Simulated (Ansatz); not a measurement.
Runs of Ansatz 0.2.0 on HfO2. The structure is tetragonal, space group P4_2/nmc (No. 137). The conventional cell has a = 3.558 Å, b = 3.558 Å, c = 5.172 Å, α = 90.00°, β = 90.00°, γ = 90.00°. Around Hf (site symmetry -4m2) lie 4 O at 2.05 Å. O (site symmetry 2mm) is surrounded by 2 Hf at 2.05 Å. Measurements of this composition are mostly on another form, of space group No. 14.

| task | level | cell | smearing | points for each segment of the path | gap on the mesh (eV) | pressure (GPa) | relaxed volume (Å³/atom) | largest force (eV/Å) |
| --- | --- | --- | --- | --- | --- | --- | --- | --- |
| relaxation of cell and atoms | revPBE | relaxed | fermi-dirac 0.05 eV | - | 4.73 | 0.0 | 11.64 | - |
| relaxation of cell and atoms | PBEsol+D4 | relaxed | fermi-dirac 0.05 eV | - | (b) | 0.0 | 10.86 | - |
| single point | PBE | as given | gaussian 0.013 eV | - | 4.78 | 10.0 | - | 0.14 |
| band structure | revPBE | as given | fermi-dirac 0.05 eV | 14 | 4.84 | 13.8 | - | (a) |
| single point | PBE | as given | gaussian 0.014 eV | - | 4.78 | 10.0 | - | 0.14 |

Alike in all rows: potentials or basis Ansatz PAW; no spin polarisation; k mesh 8 × 8 × 5; cutoff (eV) 420.

Problem. Estimate the missing entries.

Solution. (a) 0.16; (b) 4.58.

Caveats: spin-orbit coupling is left out, which moves the levels of the heavy elements; odd divisions of the mesh miss points on the zone boundary, where band edges often lie, so the gap on the mesh can be too wide (some runs); the PAW data sets come from PBE, with cores solved anew for the run's functional, which leaves a small shift of forces and pressure (some runs); the plane-wave basis is chosen anew once the cell has moved, so the energies of steps on either side of that aren't comparable (some runs).

A k mesh can miss the band edges, and the runs leave out spin-orbit coupling on Hf.
